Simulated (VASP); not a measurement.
A run of VASP 6.6.1 is set up as follows.

File INCAR:

```
SYSTEM = Al
PREC = Accurate
ENCUT = 600
EDIFF = 1E-6
ISMEAR = 1
SIGMA = 0.1
LREAL = .False.
LASPH = .True.
NELM = 80
ALGO = Normal
ISIF = 3
LWAVE = .False.
LCHARG = .False.
METAGGA = R2SCAN
LMIXTAU = .True.
IVDW = 12
VDW_S6 = 1.0
VDW_S8 = 0.78981345
VDW_A1 = 0.49484001
VDW_A2 = 5.73083694
IBRION = 2
NSW = 40
EDIFFG = -0.01
```

Contents of KPOINTS:

```
Automatic mesh
0
Gamma
  11 11 11
  0 0 0
```

POSCAR

```
Al
1.0
   -0.0204552100      1.9706540500      2.0438328400
    2.0026569100      0.0099662700      2.0134113600
    2.0592944800      1.9968701300     -0.0466712900
Al
1
Direct
    0.0000000000      0.0000000000      0.0000000000
```

Potentials or basis: VASP PAW PBE potentials, release 64 (Al).

Command:

```console
$ cat potpaw_PBE.64/Al/POTCAR > POTCAR
$ mpirun -np 1 vasp_std > vasp.out
```

(1) Predict the relaxed volume.

(2) What does it give for the relaxed cell?

Answers

(1) 15.61 Å³/atom.

(2) a = 2.802 Å, b = 2.795 Å, c = 2.798 Å, α = 60.03°, β = 60.89°, γ = 60.10°.

Caveat: the PAW data sets were made with another functional, which shifts forces and pressure a little; pairwise dispersion overbinds metals, which lowers pressure and volume.
